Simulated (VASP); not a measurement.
**VASP 6.6.1 run: LiF**

INCAR

```
IBRION = -1
EDIFF = 1E-7
LCHARG = .FALSE.
ISIF = 2
ALGO = Normal
SIGMA = 0.01
METAGGA = R2SCAN
NBANDS = 12
LREAL = .FALSE.
NSW = 0
LASPH = .TRUE.
PREC = Accurate
ENCUT = 600
LWAVE = .FALSE.
NELM = 120
ISMEAR = 0
```

KPOINTS

```
KPOINTS created by Atomic Simulation Environment
0
Gamma
10 10 10
0 0 0
```

POSCAR

```
Li F
 1.0000000000000000
     0.0188394048000000    1.9937624249000001    1.9937624249000001
     1.9937624249000001    0.0188394048000000    1.9937624249000001
     1.9937624249000001    1.9937624249000001    0.0188394048000000
 Li  F
   1   1
Cartesian
  0.0000000000000000  0.0000000000000000  0.0000000000000000
  2.0031821273000001  2.0031821273000001  2.0031821273000001
```

The recommended PBE PAW datasets give the neutral cell 10 valence electrons.

Command

```
mpirun -np 1 vasp_std
```

OSZICAR

```
N       E                     dE             d eps       ncg     rms          rms(c)
DAV:   1     0.334327325999E+02    0.33433E+02   -0.60656E+03  2848   0.974E+02
DAV:   2    -0.136323951968E+02   -0.47065E+02   -0.45984E+02  3328   0.210E+02
DAV:   3    -0.149617276790E+02   -0.13293E+01   -0.13250E+01  3756   0.308E+01
DAV:   4    -0.149753806949E+02   -0.13653E-01   -0.13652E-01  3300   0.330E+00
DAV:   5    -0.149754974749E+02   -0.11678E-03   -0.11678E-03  3764   0.240E-01    0.388E+00
DAV:   6    -0.119103137361E+02    0.30652E+01   -0.67235E-01  2868   0.624E+00    0.153E+00
DAV:   7    -0.119075186887E+02    0.27950E-02   -0.48493E-01  3328   0.499E+00    0.121E+00
DAV:   8    -0.120455282722E+02   -0.13801E+00   -0.10648E+00  3004   0.712E+00    0.264E+00
DAV:   9    -0.119068175351E+02    0.13871E+00   -0.70986E-01  2932   0.552E+00    0.107E-01
DAV:  10    -0.119061889104E+02    0.62862E-03   -0.64432E-03  3232   0.854E-01    0.120E-01
DAV:  11    -0.119061523012E+02    0.36609E-04   -0.11523E-04  3280   0.107E-01    0.746E-02
DAV:  12    -0.119060513123E+02    0.10099E-03   -0.62863E-04  3144   0.170E-01    0.603E-03
DAV:  13    -0.119060509584E+02    0.35397E-06   -0.64815E-06  3412   0.244E-02    0.172E-03
DAV:  14    -0.119060510530E+02   -0.94667E-07   -0.16490E-07  3628   0.390E-03
   1 F= -.11906051E+02 E0= -.11906051E+02  d E =0.000000E+00
```

From OUTCAR

```
k-points           NKPTS =    116   k-points in BZ     NKDIM =    116   number of bands    NBANDS=     12

   NELECT =      10.0000    total number of electrons

   dimension x,y,z NGX =    24 NGY =   24 NGZ =   24
   dimension x,y,z NGXF=    48 NGYF=   48 NGZF=   48

  energy-cutoff  :      600.00
  volume of cell :       15.63
      direct lattice vectors                 reciprocal lattice vectors
     0.018839405  1.993762425  1.993762425    -0.254364945  0.251983905  0.251983905
     1.993762425  0.018839405  1.993762425     0.251983905 -0.254364945  0.251983905
     1.993762425  1.993762425  0.018839405     0.251983905  0.251983905 -0.254364945

 k-points in reciprocal lattice and weights: KPOINTS created by Atomic Simulation Env
   0.00000000  0.00000000  0.00000000       0.001
   0.10000000  0.00000000 -0.00000000       0.006
   0.20000000  0.00000000 -0.00000000       0.006
   0.30000000  0.00000000 -0.00000000       0.006
   0.40000000  0.00000000  0.00000000       0.006
   0.50000000 -0.00000000 -0.00000000       0.003
   0.10000000  0.10000000  0.00000000       0.006
   0.20000000  0.10000000 -0.00000000       0.012
   ...

 E-fermi :  -1.1283

 k-point     1 :       0.0000    0.0000    0.0000
  band No.  band energies     occupation
      1     -43.3441      2.00000
      2     -22.5891      2.00000
      3      -1.4242      2.00000
      4      -1.3414      2.00000
      5      -1.3414      2.00000
      6       9.3413      0.00000
      7      24.2423      0.00000
      8      24.7347      0.00000
      9      24.7347      0.00000
     10      25.1905      0.00000
     11      25.3962      0.00000
     12      25.3962      0.00000

 k-point     2 :       0.1000    0.0000   -0.0000
  band No.  band energies     occupation
      1     -43.3374      2.00000
      2     -22.5486      2.00000
      3      -1.6477      2.00000
      4      -1.4380      2.00000
      5      -1.3693      2.00000
      6       9.6218      0.00000
      7      21.7855      0.00000
      8      23.3662      0.00000
      9      23.6125      0.00000
     10      25.7918      0.00000
     11      26.1618      0.00000
     12      26.4473      0.00000

 k-point     3 :       0.2000    0.0000   -0.0000
  band No.  band energies     occupation
      1     -43.3199      2.00000
      2     -22.4399      2.00000
      3      -2.3608      2.00000
      4      -1.5042      2.00000
      5      -1.4408      2.00000
      6      10.2296      0.00000
      7      19.2071      0.00000
      8      21.8207      0.00000
      9      22.0063      0.00000
     10      27.0175      0.00000
     11      27.4601      0.00000
     12      27.4940      0.00000

 k-point     4 :       0.3000    0.0000   -0.0000
  band No.  band energies     occupation
      1     -43.2982      2.00000
      2     -22.2998      2.00000
      3      -3.1641      2.00000
      4      -1.5810      2.00000
      5      -1.5264      2.00000
      6      10.6789      0.00000
      7      17.7839      0.00000
      8      20.4703      0.00000
      9      20.6428      0.00000
     10      28.7478      0.00000
     11      28.9844      0.00000
     12      29.2415      0.00000

 ...

  Total        0.0352690      0.0352690      0.0352690     -0.0709948     -0.0709948     -0.0709948
  in kB        3.6162087      3.6162087      3.6162087     -7.2792477     -7.2792477     -7.2792477
  external PRESSURE =       3.6162087 kB  Pullay stress =       0.0000000 kB

 POSITION                                       TOTAL-FORCE (eV/Angst)
 -----------------------------------------------------------------------------------
      0.00000      0.00000      0.00000         0.000000     -0.000000     -0.000000
      2.00318      2.00318      2.00318        -0.000000      0.000000      0.000000
 -----------------------------------------------------------------------------------
    total drift:                               -0.000000     -0.000000      0.000000

  FREE ENERGIE OF THE ION-ELECTRON SYSTEM (eV)
  ---------------------------------------------------
  free  energy   TOTEN  =       -11.9060510530 eV

  energy  without entropy=      -11.9060510530  energy(sigma->0) =      -11.90605105
```

It converged. Results: gap between bands v and c on the k mesh 10.68 eV; least direct gap on the k mesh 10.68 eV; pressure 0.4 GPa. Band v is the last that the valence electrons fill when counted band by band, and c is the next.

For comparison, a separate r²SCAN run of the intended cell, on usual settings and not on those above, gives a gap of 10.68 eV on its mesh and a pressure of 0.7 GPa.

The run above took about 52 s on one core of a shared host (Intel Xeon Platinum 8488C) and held 0.15 GiB at most.
